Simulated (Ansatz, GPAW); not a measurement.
# Geometry or basis: what sets the conductance of a C6 chain between two Au chains

How well does a C6 chain between two Au chains conduct once its atoms have relaxed, and how much do cheaper levels lose?

Program: GPAW 26.7.0 and Ansatz 0.2.0. Level of theory: Ansatz plane waves; relaxation of the junction with the lead ends held, in the first sound run; inputs show where later runs differ. Results are calculated unless marked as measured.

## Step 1: The structure

The cell holds 18 atoms: 12 Au and 6 C. Cell: a = 9.000 Å, b = 9.000 Å, c = 38.848 Å, α = 90.0°, β = 90.0°, γ = 90.0°. Regions: left lead, 6 atoms (6 Au); channel, 6 atoms (6 C); right lead, 6 atoms (6 Au). Vacuum lies along a and b. The structure is stacked along c, and the current runs across the ab planes.

## Step 2: Relaxing the atoms

Transmission follows bond lengths closely, so the atoms between the held lead ends are relaxed first, from a slightly shaken start that lets symmetry break.

The input, input.yaml:

```yaml
crystal:
  lattice:
    - [9.0, 0.0, 0.0]
    - [0.0, 9.0, 0.0]
    - [0.0, 0.0, 38.8482]
  atoms:
    - { symbol: Au, position: [0.5, 0.5, 0.0334635839] }
    - { symbol: Au, position: [0.5, 0.5, 0.1003907517] }
    - { symbol: Au, position: [0.5, 0.5, 0.1673179195] }
    - { symbol: Au, position: [0.5, 0.5, 0.2342450873] }
    - { symbol: Au, position: [0.4985588666, 0.4962330108, 0.3016926218] }
    - { symbol: Au, position: [0.4963072847, 0.5067130519, 0.368813056] }
    - { symbol: C, position: [0.4988024569, 0.5019017191, 0.4192587475] }
    - { symbol: C, position: [0.5094465647, 0.4969224511, 0.4504984069] }
    - { symbol: C, position: [0.5017258021, 0.4990681632, 0.4850125861] }
    - { symbol: C, position: [0.5016892477, 0.5035874695, 0.5154247308] }
    - { symbol: C, position: [0.4999916951, 0.5013165372, 0.5503392196] }
    - { symbol: C, position: [0.5000552415, 0.4974386117, 0.5820833753] }
    - { symbol: Au, position: [0.500625488, 0.4997956334, 0.6318891882] }
    - { symbol: Au, position: [0.502321535, 0.4978046564, 0.6993656253] }
    - { symbol: Au, position: [0.5, 0.5, 0.7657549127] }
    - { symbol: Au, position: [0.5, 0.5, 0.8326820805] }
    - { symbol: Au, position: [0.5, 0.5, 0.8996092483] }
    - { symbol: Au, position: [0.5, 0.5, 0.9665364161] }
kpoints:
  mp_grid: { grid: [1, 1, 2] }
hamiltonian:
  xc: pbe
scf:
  occupations: { method: fermi_dirac, width: 0.1 }
relax:
  f_tol: 0.03
  max_steps: 80
  constraints: [{ sites: [0, 1, 2, 3, 14, 15, 16, 17] }]
```

Command:

```
ansatz run input.yaml --threads 4 --pin off --max-ram 8192MiB --backend cpu --events-out ev --progress --plain --runs-dir out
```

Numbers of over 12 decimals in the logs are rounded to 6 here.

Log:

```text
Engine: ansatz 0.2.0, x86_64-unknown-linux-gnu
Pseudopotentials: kind: paw
Pseudopotential: Au, paw, valence charge 19, recommended cutoff 420 eV (normal), Au.paw.azcp
Pseudopotential: C, paw, valence charge 4, recommended cutoff 420 eV (normal), C.paw.azcp
Functional definition: PBE
  parameter kappa = 0.804
  parameter beta = 0.066725
  exchange = pbe_x(kappa = kappa, mu = beta*pi^2/3)
  correlation = pbe_c(beta = beta)
Crystal: 18 atoms, lattice volume = 3146.704 Å³
Basis set: ecut = 420 eV, 61429 PW (Γ), exchange–correlation on 128×128×540 points (8 copies of the dense FFT grid, shifted against one another)
Bands: 152, of which v1, the nominal top of the filled ones, is band 126 counted from 1 (125 counted from 0)
Symmetry: 1 space group operations
Space group: P1 (ITA 1), of the structure as read, at distance tolerance 1.5e-4 Å
k-points: 2
Non-local potential: Au, projectors of the file, l = 0: 3, l = 1: 2, l = 2: 2, l = 3: 1
Non-local potential: C, projectors of the file, l = 0: 2, l = 1: 2, l = 2: 1
PAW form: soft (Blöchl's): semilocal exchange-correlation on the pseudo side does not see the compensation charge
PAW one-centre angular grid: Au, 590 points (default); XC on 64 Gauss nodes
PAW one-centre angular grid: C, 110 points (default); XC on 64 Gauss nodes
Initial density: superposition of atomic densities (neutral atoms: chi_scale 0, normalization atom), corrected by the library's trained network
Initial wavefunctions: pseudopotential atomic-orbital guess
Functional: x = pbe(κ = 0.804, μ = 0.219515), c = pbe(β = 0.066725)
SCF iter   1: F=—  HF=-159272.575779 eV  |F-HF|=—  |Δ(HF+E_count)|=         —  Δρ=3.35e-3  dr2=3.09e0  ethr=1.77e-3  ⟨swp⟩=8.5  Hψ=1174  notcnv=0  defer=9
preconditioner: auto → LDOS  [insulator: Δε(μ)=0.419 eV  Ē_g=6.950 eV  σ=0.100 eV  W_gap=0.66  n_scr=322 (ndim 8)  ℏωp=8.3 eV  f_vac=0.793  D(μ)=17.31/eV (n_scr^D=52)  ε∞_Penn≈2.4  β→1.0]
SCF iter   2: F=—  HF=-159272.451329 eV  |F-HF|=—  |Δ(HF+E_count)|=   1.24e-1  Δρ=2.10e-3  dr2=9.77e-1  ethr=1.23e-3  ⟨swp⟩=3.0  Hψ=378  notcnv=0  defer=30
SCF iter   3: F=—  HF=-159272.422602 eV  |F-HF|=—  |Δ(HF+E_count)|=   2.87e-2  Δρ=6.69e-4  dr2=8.18e-2  ethr=3.88e-4  ⟨swp⟩=1.5  Hψ=276  notcnv=0  defer=30
SCF iter   4: F=—  HF=-159272.420631 eV  |F-HF|=—  |Δ(HF+E_count)|=   1.97e-3  Δρ=3.36e-4  dr2=1.06e-2  ethr=3.24e-5  ⟨swp⟩=2.0  Hψ=334  notcnv=0  defer=30
SCF iter   5: F=—  HF=-159272.420787 eV  |F-HF|=—  |Δ(HF+E_count)|=   1.56e-4  Δρ=1.67e-4  dr2=3.09e-3  ethr=4.22e-6  ⟨swp⟩=2.5  Hψ=442  notcnv=0  defer=30
SCF iter   6: F=—  HF=-159272.420862 eV  |F-HF|=—  |Δ(HF+E_count)|=   7.51e-5  Δρ=7.16e-5  dr2=3.73e-4  ethr=1.23e-6  ⟨swp⟩=2.5  Hψ=373  notcnv=0  defer=30
SCF iter   7: F=—  HF=-159272.420907 eV  |F-HF|=—  |Δ(HF+E_count)|=   4.54e-5  Δρ=3.69e-5  dr2=9.71e-5  ethr=1.48e-7  ⟨swp⟩=2.0  Hψ=414  notcnv=0  defer=30
SCF iter   8: F=—  HF=-159272.420935 eV  |F-HF|=—  |Δ(HF+E_count)|=   2.72e-5  Δρ=2.01e-5  dr2=3.55e-5  ethr=3.85e-8  ⟨swp⟩=2.5  Hψ=422  notcnv=0  defer=30
SCF iter   9: F=-159272.420940 eV  HF=-159272.420937 eV  |F-HF|=2.66e-6  |Δ(HF+E_count)|=   2.62e-6  Δρ=9.10e-6  dr2=5.06e-6  ethr=8.93e-9  ⟨swp⟩=5.0  Hψ=950  notcnv=0
smearing: bands 125 to 126 share 2.744 electrons (they would hold 2.000 with every lower band full and every higher one empty; bands counted from 0; each is filled to between 0.6657 and 0.7062 of a full level; at each k-point the levels lie within 1.8e-3 eV, against a smearing width of 0.1000 eV). The entropy term TS of this state is 0.6331 eV
SCF 1 converged in 9 iterations: F = -159272.420940 eV  dr2 = 5.06e-6
  greatest PAW one-centre occupation: 1.000 electrons in one spin orbital (limit 2), on the Au atom at site 5 (counted from 0), in its partial waves of l = 0
relax step   1: F+E_penalty+E_count = -159272.42093984 eV  Δ(F+E_penalty+E_count) = +0.000e0 eV  max|allowed force component| = 7.574e0 eV/Å  Δτ_max = 0.0000 Å  (9 SCF iters, dr2 threshold 2.25e-5 eV, accepted)
Initial density: handed on by an earlier stage of this run
Initial wavefunctions: those handed on with the density
iter 1 solved again at ethr=2.96e-3 eV; its pass at ethr=3.10e-3 eV (dr2=7.46e0 eV) is discarded
SCF iter   1: F=—  HF=-159273.040184 eV  |F-HF|=—  |Δ(HF+E_count)|=         —  Δρ=5.54e-3  dr2=7.25e0  ethr=2.96e-3  ⟨swp⟩=1.0  Hψ=988  notcnv=0  defer=30
preconditioner: auto → LDOS  [metal: Δε(μ)=0.014 eV  Ē_g=6.658 eV  σ=0.100 eV  W_gap=0.04  n_scr=322 (ndim 8)  ℏωp=8.3 eV  f_vac=0.793  D(μ)=16.15/eV (n_scr^D=46)  β→1.0]
SCF iter   2: F=—  HF=-159272.839706 eV  |F-HF|=—  |Δ(HF+E_count)|=   2.00e-1  Δρ=2.55e-3  dr2=5.07e-1  ethr=2.88e-3  ⟨swp⟩=2.0  Hψ=436  notcnv=0  defer=30
SCF iter   3: F=—  HF=-159272.820616 eV  |F-HF|=—  |Δ(HF+E_count)|=   1.91e-2  Δρ=1.35e-3  dr2=1.50e-1  ethr=2.01e-4  ⟨swp⟩=2.0  Hψ=560  notcnv=0  defer=30
SCF iter   4: F=—  HF=-159272.805522 eV  |F-HF|=—  |Δ(HF+E_count)|=   1.51e-2  Δρ=7.12e-4  dr2=4.85e-2  ethr=5.93e-5  ⟨swp⟩=2.0  Hψ=418  notcnv=0  defer=30
SCF iter   5: F=—  HF=-159272.805355 eV  |F-HF|=—  |Δ(HF+E_count)|=   1.67e-4  Δρ=4.62e-4  dr2=2.15e-2  ethr=1.93e-5  ⟨swp⟩=3.0  Hψ=474  notcnv=0  defer=30
SCF iter   6: F=—  HF=-159272.803423 eV  |F-HF|=—  |Δ(HF+E_count)|=   1.93e-3  Δρ=2.36e-4  dr2=5.52e-3  ethr=8.55e-6  ⟨swp⟩=3.0  Hψ=429  notcnv=0  defer=30
SCF iter   7: F=—  HF=-159272.803364 eV  |F-HF|=—  |Δ(HF+E_count)|=   5.89e-5  Δρ=1.40e-4  dr2=1.87e-3  ethr=2.19e-6  ⟨swp⟩=2.0  Hψ=426  notcnv=0  defer=30
SCF iter   8: F=—  HF=-159272.803069 eV  |F-HF|=—  |Δ(HF+E_count)|=   2.95e-4  Δρ=6.68e-5  dr2=3.08e-4  ethr=7.42e-7  ⟨swp⟩=2.0  Hψ=426  notcnv=0  defer=30
SCF iter   9: F=-159272.803166 eV  HF=-159272.803154 eV  |F-HF|=1.16e-5  |Δ(HF+E_count)|=   8.54e-5  Δρ=3.78e-5  dr2=9.01e-5  ethr=3.97e-8  ⟨swp⟩=3.5  Hψ=1147  notcnv=0
smearing: bands 125 to 126 share 2.695 electrons (they would hold 2.000 with every lower band full and every higher one empty; bands counted from 0; each is filled to between 0.6481 and 0.7006 of a full level; at each k-point the levels lie within 7.6e-3 eV, against a smearing width of 0.1000 eV). The entropy term TS of this state is 0.6241 eV
SCF 2 converged in 9 iterations: F = -159272.803166 eV  dr2 = 9.01e-5
relax step   2: F+E_penalty+E_count = -159272.80316574 eV  Δ(F+E_penalty+E_count) = -3.822e-1 eV  max|allowed force component| = 1.859e0 eV/Å  Δτ_max = 0.1513 Å  (9 SCF iters, dr2 threshold 1.00e-4 eV, accepted)
iter 1 solved again at ethr=3.18e-4 eV; its pass at ethr=3.10e-3 eV (dr2=8.02e-1 eV) is discarded
SCF iter   1: F=—  HF=-159273.009542 eV  |F-HF|=—  |Δ(HF+E_count)|=         —  Δρ=2.69e-3  dr2=7.22e-1  ethr=3.18e-4  ⟨swp⟩=2.5  Hψ=992  notcnv=0  defer=26
preconditioner: auto → LDOS  [insulator: Δε(μ)=0.265 eV  Ē_g=6.856 eV  σ=0.100 eV  W_gap=0.50  n_scr=322 (ndim 8)  ℏωp=8.3 eV  f_vac=0.792  D(μ)=17.23/eV (n_scr^D=52)  ε∞_Penn≈2.5  β→1.0]
SCF iter   2: F=—  HF=-159272.993202 eV  |F-HF|=—  |Δ(HF+E_count)|=   1.63e-2  Δρ=1.64e-3  dr2=1.67e-1  ethr=2.86e-4  ⟨swp⟩=3.0  Hψ=527  notcnv=0  defer=26
SCF iter   3: F=—  HF=-159272.954236 eV  |F-HF|=—  |Δ(HF+E_count)|=   3.90e-2  Δρ=5.45e-4  dr2=2.30e-2  ethr=6.63e-5  ⟨swp⟩=2.0  Hψ=518  notcnv=0  defer=26
SCF iter   4: F=—  HF=-159272.952226 eV  |F-HF|=—  |Δ(HF+E_count)|=   2.01e-3  Δρ=1.94e-4  dr2=2.69e-3  ethr=9.14e-6  ⟨swp⟩=2.0  Hψ=498  notcnv=0  defer=26
SCF iter   5: F=—  HF=-159272.952334 eV  |F-HF|=—  |Δ(HF+E_count)|=   1.08e-4  Δρ=1.17e-4  dr2=1.05e-3  ethr=1.07e-6  ⟨swp⟩=2.0  Hψ=408  notcnv=0  defer=26
SCF iter   6: F=—  HF=-159272.952444 eV  |F-HF|=—  |Δ(HF+E_count)|=   1.10e-4  Δρ=5.99e-5  dr2=2.91e-4  ethr=4.15e-7  ⟨swp⟩=2.0  Hψ=413  notcnv=0  defer=26
SCF iter   7: F=—  HF=-159272.952430 eV  |F-HF|=—  |Δ(HF+E_count)|=   1.44e-5  Δρ=3.41e-5  dr2=1.11e-4  ethr=1.15e-7  ⟨swp⟩=2.5  Hψ=424  notcnv=0  defer=26
SCF iter   8: F=-159272.952428 eV  HF=-159272.952454 eV  |F-HF|=2.62e-5  |Δ(HF+E_count)|=   2.43e-5  Δρ=2.23e-5  dr2=4.72e-5  ethr=3.97e-8  ⟨swp⟩=3.0  Hψ=957  notcnv=0
SCF 3 converged in 8 iterations: F = -159272.952428 eV  dr2 = 4.72e-5
relax step   3: F+E_penalty+E_count = -159272.95242794 eV  Δ(F+E_penalty+E_count) = -1.493e-1 eV  max|allowed force component| = 9.410e-1 eV/Å  Δτ_max = 0.2000 Å  (8 SCF iters, dr2 threshold 1.00e-4 eV, accepted)
[...]
relax step   4: F+E_penalty+E_count = -159273.06626012 eV  Δ(F+E_penalty+E_count) = -1.138e-1 eV  max|allowed force component| = 5.844e-1 eV/Å  Δτ_max = 0.1997 Å  (7 SCF iters, dr2 threshold 5.53e-5 eV, accepted)
[...]
relax step   5: F+E_penalty+E_count = -159273.13985322 eV  Δ(F+E_penalty+E_count) = -7.359e-2 eV  max|allowed force component| = 2.723e-1 eV/Å  Δτ_max = 0.1950 Å  (7 SCF iters, dr2 threshold 8.75e-5 eV, accepted)
[...]
relax step   6: F+E_penalty+E_count = -159273.17097445 eV  Δ(F+E_penalty+E_count) = -3.112e-2 eV  max|allowed force component| = 1.247e-1 eV/Å  Δτ_max = 0.1242 Å  (8 SCF iters, dr2 threshold 1.61e-5 eV, accepted)
[...]
relax step   7: F+E_penalty+E_count = -159273.17309017 eV  Δ(F+E_penalty+E_count) = -2.116e-3 eV  max|allowed force component| = 2.464e-2 eV/Å  Δτ_max = 0.0455 Å  (9 SCF iters, dr2 threshold 3.26e-6 eV, accepted)
[...]
relax step   8: F+E_penalty+E_count = -159273.17309114 eV  Δ(F+E_penalty+E_count) = -9.697e-7 eV  max|allowed force component| = 2.406e-2 eV/Å  Δτ_max = 0.0000 Å  (4 SCF iters, accepted)
[...]
relax step   9: F+E_penalty+E_count = -159273.17365537 eV  Δ(F+E_penalty+E_count) = -5.642e-4 eV  max|allowed force component| = 1.358e-2 eV/Å  Δτ_max = 0.0368 Å  (11 SCF iters, accepted)
SCF iter   1: F=—  HF=-159273.184948 eV  |F-HF|=—  |Δ(HF+E_count)|=         —  Δρ=1.31e-3  dr2=3.31e-2  ethr=1.18e-4  ⟨swp⟩=4.5  Hψ=707  notcnv=0  defer=25
preconditioner: auto → LDOS  [insulator: Δε(μ)=0.362 eV  Ē_g=6.807 eV  σ=0.100 eV  W_gap=0.58  n_scr=322 (ndim 8)  ℏωp=8.3 eV  f_vac=0.791  D(μ)=17.00/eV (n_scr^D=52)  ε∞_Penn≈2.5  β→1.0]
SCF iter   2: F=—  HF=-159273.175822 eV  |F-HF|=—  |Δ(HF+E_count)|=   9.13e-3  Δρ=5.10e-4  dr2=9.90e-3  ethr=1.31e-5  ⟨swp⟩=2.5  Hψ=608  notcnv=0  defer=26
SCF iter   3: F=—  HF=-159273.173240 eV  |F-HF|=—  |Δ(HF+E_count)|=   2.58e-3  Δρ=1.06e-4  dr2=6.09e-4  ethr=3.93e-6  ⟨swp⟩=2.0  Hψ=506  notcnv=0  defer=26
SCF iter   4: F=—  HF=-159273.173152 eV  |F-HF|=—  |Δ(HF+E_count)|=   8.85e-5  Δρ=5.01e-5  dr2=1.11e-4  ethr=2.42e-7  ⟨swp⟩=3.0  Hψ=548  notcnv=0  defer=26
SCF iter   5: F=—  HF=-159273.173205 eV  |F-HF|=—  |Δ(HF+E_count)|=   5.33e-5  Δρ=2.44e-5  dr2=2.46e-5  ethr=4.41e-8  ⟨swp⟩=2.0  Hψ=425  notcnv=0  defer=26
SCF iter   6: F=—  HF=-159273.173834 eV  |F-HF|=—  |Δ(HF+E_count)|=   6.29e-4  Δρ=1.45e-5  dr2=1.11e-5  ethr=9.77e-9  ⟨swp⟩=2.0  Hψ=426  notcnv=0  defer=26
SCF iter   7: F=—  HF=-159273.173841 eV  |F-HF|=—  |Δ(HF+E_count)|=   6.49e-6  Δρ=4.60e-6  dr2=1.97e-6  ethr=4.39e-9  ⟨swp⟩=2.0  Hψ=436  notcnv=0  defer=26
SCF iter   8: F=—  HF=-159273.173841 eV  |F-HF|=—  |Δ(HF+E_count)|=   4.75e-7  Δρ=2.61e-6  dr2=7.99e-7  ethr=7.84e-10  ⟨swp⟩=2.0  Hψ=433  notcnv=0  defer=26
SCF iter   9: F=—  HF=-159273.173841 eV  |F-HF|=—  |Δ(HF+E_count)|=   1.92e-7  Δρ=1.75e-6  dr2=3.35e-7  ethr=3.17e-10  ⟨swp⟩=1.5  Hψ=279  notcnv=0  defer=26
SCF iter  10: F=-159273.173841 eV  HF=-159273.173841 eV  |F-HF|=8.91e-9  |Δ(HF+E_count)|=   3.57e-8  Δρ=9.28e-7  dr2=8.25e-8  ethr=3.97e-11  ⟨swp⟩=3.0  Hψ=1135  notcnv=0
SCF 10 converged in 10 iterations: F = -159273.173841 eV  dr2 = 8.25e-8
relax step  10: F+E_penalty+E_count = -159273.17384131 eV  Δ(F+E_penalty+E_count) = -1.859e-4 eV  max|allowed force component| = 2.019e-2 eV/Å  Δτ_max = 0.0304 Å  (10 SCF iters, accepted)
SCF converged after 10 iterations
Free energy (F): -159273.173841 eV
Harris-Foulkes:  -159273.173841 eV  (|F-HF|=8.91e-9)
Internal energy: -159272.591667 eV  (E = F + TS)
E sigma→0 (E₀):  -159272.882754 eV
Entropy (-TS):   -0.582174 eV (-32.343 meV/atom)
Fermi energy:    -4.452037 eV
--- Per-component energies (eV) ---
  E_band       = -7913.984914
  E_kinetic    = 7781.654262
  E_local      = -83751.699478  (includes V_loc(G=0)·N_el)
  E_nonlocal   = 1063.481174
  E_hartree    = 37502.092123
  E_xc         = -2989.406066
  E_vxc        = -3608.195929  (∫ρ·V_xc dr)
  E_paw        = -117087.402665  (= ΣΔE_a)
  E_vpaw       = -4403.425190  (= ΣTr[D̂ρ^β])
  E_aug_tail   = 0.017263  (compensation charges beyond the density's cutoff)
  E_ewald      = -1791.328280
  E_smearing   = -0.582174  (= −TS)
  E_closure    = 0.000000  (closes the sum)
  Σ components = -159273.173841   (vs F -159273.173841, Δ=0.00e0)
--- Forces (eV/Å), atoms counted from 1 ---
  atom   1  Au    -0.00210082     0.00768380     0.09414912
  atom   2  Au    -0.00002015     0.00002652    -0.12173203
  atom   3  Au     0.01815575    -0.06103905     0.14086528
  atom   4  Au    -0.01628825     0.05182063     0.56851309
  atom   5  Au    -0.00284272     0.01012598     0.00735751
  atom   6  Au     0.00168220    -0.00517049     0.00565761
  atom   7  C      0.00145926     0.00057922    -0.00512543
  atom   8  C     -0.00479155     0.00163361    -0.02018997
  atom   9  C      0.00550427    -0.00345979     0.01593422
  atom  10  C      0.00122654    -0.00844117    -0.01228712
  atom  11  C     -0.00141970     0.00040260     0.01203439
  atom  12  C      0.00128539    -0.00214880     0.00643992
  atom  13  Au    -0.00259912     0.00927857    -0.00899063
  atom  14  Au     0.00158342    -0.00743355    -0.01467075
  atom  15  Au    -0.01214292     0.06010395    -0.55491646
  atom  16  Au     0.01276017    -0.06032488    -0.14087246
  atom  17  Au     0.00022188    -0.00077086     0.12217557
  atom  18  Au    -0.00170259     0.00726584    -0.09431129
  max |Σ_I F_I| component: 1.32e-4 eV/Å
--- Relaxed structure (10 steps of the walk, 10 accepted, 0 SCFs on fresh bases) ---
  F+E_penalty+E_count = -159273.17384131 eV   max|allowed force component| = 2.019e-2 eV/Å
  atoms:
    - { symbol: Au, position: [0.5, 0.5, 0.033464] }
    - { symbol: Au, position: [0.5, 0.5, 0.1003907517] }
    - { symbol: Au, position: [0.5, 0.5, 0.1673179195] }
    - { symbol: Au, position: [0.5, 0.5, 0.2342450873] }
    - { symbol: Au, position: [0.525450, 0.415977, 0.300966] }
    - { symbol: Au, position: [0.501351, 0.493773, 0.366973] }
    - { symbol: C, position: [0.501050, 0.494488, 0.416885] }
    - { symbol: C, position: [0.502666, 0.489388, 0.449403] }
    - { symbol: C, position: [0.502478, 0.489588, 0.483717] }
    - { symbol: C, position: [0.502492, 0.489630, 0.516238] }
    - { symbol: C, position: [0.502577, 0.489302, 0.550554] }
    - { symbol: C, position: [0.501556, 0.494251, 0.583074] }
    - { symbol: Au, position: [0.501736, 0.493297, 0.632983] }
    - { symbol: Au, position: [0.517654, 0.414878, 0.699056] }
    - { symbol: Au, position: [0.5, 0.5, 0.7657549127] }
    - { symbol: Au, position: [0.5, 0.5, 0.832682] }
    - { symbol: Au, position: [0.5, 0.5, 0.8996092483] }
    - { symbol: Au, position: [0.5, 0.5, 0.966536] }
```

Run time: 89 s. Hardware: 4 threads of Intel Xeon Platinum 8488C (Sapphire Rapids), shared host; peak memory 4.3 GiB.

Step by step:

```tsv
step	energy less that of the first step (eV)	largest force component (eV/Å)
1	0.0000	7.5744
2	-0.3822	1.8585
3	-0.5315	0.9410
4	-0.6453	0.5844
5	-0.7189	0.2723
6	-0.7500	0.1247
7	-0.7521	0.0246
8	-0.7522	0.0241
9	-0.7527	0.0136
10	-0.7529	0.0202
```

The atoms that moved most (Å):

```tsv
atom	dx	dy	dz	length
Au5	0.242	-0.722	-0.028	0.762
Au14	0.138	-0.746	-0.012	0.759
Au6	0.045	-0.116	-0.072	0.144
C10	0.007	-0.126	0.032	0.130
C7	0.020	-0.067	-0.092	0.116
C11	0.023	-0.108	0.008	0.111
C8	-0.061	-0.068	-0.043	0.101
C9	0.007	-0.085	-0.050	0.099
```

The relaxed structure:

```cif
data_structure
_symmetry_space_group_name_H-M 'P 1'
_symmetry_Int_Tables_number 1
_cell_length_a 9.0000
_cell_length_b 9.0000
_cell_length_c 38.8482
_cell_angle_alpha 90.000
_cell_angle_beta 90.000
_cell_angle_gamma 90.000
_cell_volume 3146.70
loop_
_atom_site_label
_atom_site_type_symbol
_atom_site_fract_x
_atom_site_fract_y
_atom_site_fract_z
_atom_site_occupancy
Au1 Au 0.50000 0.50000 0.03346 1
Au2 Au 0.50000 0.50000 0.10039 1
Au3 Au 0.50000 0.50000 0.16732 1
Au4 Au 0.50000 0.50000 0.23425 1
Au5 Au 0.52545 0.41598 0.30097 1
Au6 Au 0.50135 0.49377 0.36697 1
C7 C 0.50105 0.49449 0.41689 1
C8 C 0.50267 0.48939 0.44940 1
C9 C 0.50248 0.48959 0.48372 1
C10 C 0.50249 0.48963 0.51624 1
C11 C 0.50258 0.48930 0.55055 1
C12 C 0.50156 0.49425 0.58307 1
Au13 Au 0.50174 0.49330 0.63298 1
Au14 Au 0.51765 0.41488 0.69906 1
Au15 Au 0.50000 0.50000 0.76575 1
Au16 Au 0.50000 0.50000 0.83268 1
Au17 Au 0.50000 0.50000 0.89961 1
Au18 Au 0.50000 0.50000 0.96654 1
```

This step gave:

```yaml
free_energy: -159273.1738 eV
smearing_term_ts: 0.5822 eV
symmetry_operations: 1
```

The relaxation lowered the energy of the cell by 0.753 eV.

(Part 1 of 3 ends here.)

[Logs are printed without paths, hosts, clocks, repeated set-up lines and the standing remarks that a program may print on its own settings, such as how far it seeks lower states.]

[Hosts, paths, dates, database ids (printed as entryN), source tags and the programs' standing remarks are cut or masked in the printed files.]
